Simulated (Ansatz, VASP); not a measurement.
**Two plane-wave programs on Re**

```xyz
2
Lattice="2.7590 0.0000 0.0000 -1.3795 2.3893 0.0000 0.0000 0.0000 4.4570" Properties=species:S:1:pos:R:3 pbc="T T T"
Re    0.0000    1.5929    1.1142
Re    1.3795    0.7964    3.3427
```

Alike in both runs: functional r2SCAN; k mesh 13 × 13 × 7; no spin polarisation.

Ansatz relaxed the structure, and its values are those at the end. VASP's run is a single point on that final structure, the one shown.

|  | VASP | Ansatz |
| --- | --- | --- |
| version | VASP 6.6.1 | Ansatz 0.2.0 |
| potentials or method | VASP PAW PBE potentials, release 64 (Re) | plane waves, PAW |
| plane-wave cutoff (eV) | 520 | 500 |
| occupations | methfessel-paxton of order 1, width 0.1 eV | cold |
| valence electrons in the cell | 14 | 30 |

Ansatz gave:

```
pressure (GPa) : 0.0
```

Q: Which values does VASP return?

A: Pressure (GPa): 0.1.

The two sets of potentials don't hold the same shells in valence.

Caveats: the PAW data sets were made with another functional, which shifts forces and pressure a little (VASP). The runs have no spin-orbit coupling, so splittings on Re are missing.
